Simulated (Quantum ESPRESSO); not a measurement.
BaS:

```
CELL_PARAMETERS angstrom
0.00000 3.19375 3.19375
3.19375 0.00000 3.19375
3.19375 3.19375 0.00000
ATOMIC_POSITIONS crystal
Ba 0.00000 0.00000 0.00000
S 0.50000 0.50000 0.50000
```

Base run:

| Quantity | Value |
| --- | --- |
| Program | Quantum ESPRESSO 7.5 |
| Functional | PBEsol |
| Potentials or basis | PseudoDojo 0.4.1 SR PBEsol standard |
| Cutoff | 707 eV |
| Density cutoff | 2830 eV |
| k mesh | 7 × 7 × 7 |
| Occupations | fermi-dirac, width 0.05 eV |
| Spin | no spin polarisation |

Its results: band gap on the k mesh 2.08 eV, indirect (least direct gap 2.22 eV); pressure -0.9 GPa.

**Question.** The run is repeated on the same cell with these changes: functional from PBEsol to LDA; potentials or basis from PseudoDojo 0.4.1 SR PBEsol standard to PseudoDojo 0.4.1 SR LDA standard; cutoff from 707 eV to 735 eV; density cutoff from 2830 eV to 2939 eV. What comes out?

**Answer.** Band gap on the k mesh 2.01 eV, indirect (least direct gap 2.15 eV); pressure -2.2 GPa.

Caveats: this release of the barium file is off; spin-orbit coupling is left out, which moves the levels of the heavy elements.

A k mesh can miss the band edges.
